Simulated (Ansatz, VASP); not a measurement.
**Two plane-wave programs on In**

File INCAR:

```
SYSTEM = In
PREC = Accurate
ENCUT = 600
EDIFF = 1E-7
ISMEAR = -1
SIGMA = 0.1
LREAL = .False.
LASPH = .True.
NELM = 100
ALGO = Normal
ISIF = 3
LWAVE = .False.
LCHARG = .False.
GGA = PE
IBRION = 2
NSW = 60
EDIFFG = -0.005
```

KPOINTS

```
Automatic mesh
0
Gamma
  8 8 10
  0 0 0
```

Contents of POSCAR:

```
In
1.0
    5.3570144383      0.0000000000      0.0000000000
   -2.6785072192      4.6393105920      0.0000000000
    0.0000000000      0.0000000000      3.3213489518
In
3
Direct
    0.0000000000      0.0000000000      0.0000000000
    0.3333333333      0.6666666667      0.5000000000
    0.6666666667      0.3333333333      0.5000000000
```

Input for Ansatz:

```yaml
crystal:
  lattice:
    - [5.3570144383, 0.0, 0.0]
    - [-2.6785072192, 4.639310592, 0.0]
    - [0.0, 0.0, 3.3213489518]
  atoms:
    - { symbol: In, position: [0.0, 0.0, 0.0] }
    - { symbol: In, position: [0.3333333333, 0.6666666667, 0.5] }
    - { symbol: In, position: [0.6666666667, 0.3333333333, 0.5] }
kpoints:
  mp_grid: { grid: [8, 8, 10] }
scf:
  occupations: { method: fermi_dirac, width: 0.1 }
hamiltonian:
  xc: pbe
  pseudopotentials: { kind: paw }
output:
  forces: true
  stress: true
relax:
  f_tol: 0.005
  max_steps: 40
  cell: {}
```

Alike in both runs: task relaxation of cell and atoms; functional PBE; k mesh 8 × 8 × 10; occupations fermi-dirac, width 0.1 eV; no spin polarisation.

|  | VASP | Ansatz |
| --- | --- | --- |
| version | VASP 6.6.1 | Ansatz 0.2.0 |
| potentials or method | VASP PAW PBE potentials, release 64 (In_d) | PAW with Ansatz's default frozen-core files, scalar-relativistic |
| plane-wave cutoff (eV) | 600 | 420 |
| valence electrons in the cell | 39 | 39 |

```tsv
	VASP	Ansatz	Ansatz less VASP
relaxed volume (Å³/atom)	27.94	27.94	+0.001
relaxed cell length with the largest relative difference (Å)	3.315	3.318	+0.0035
```
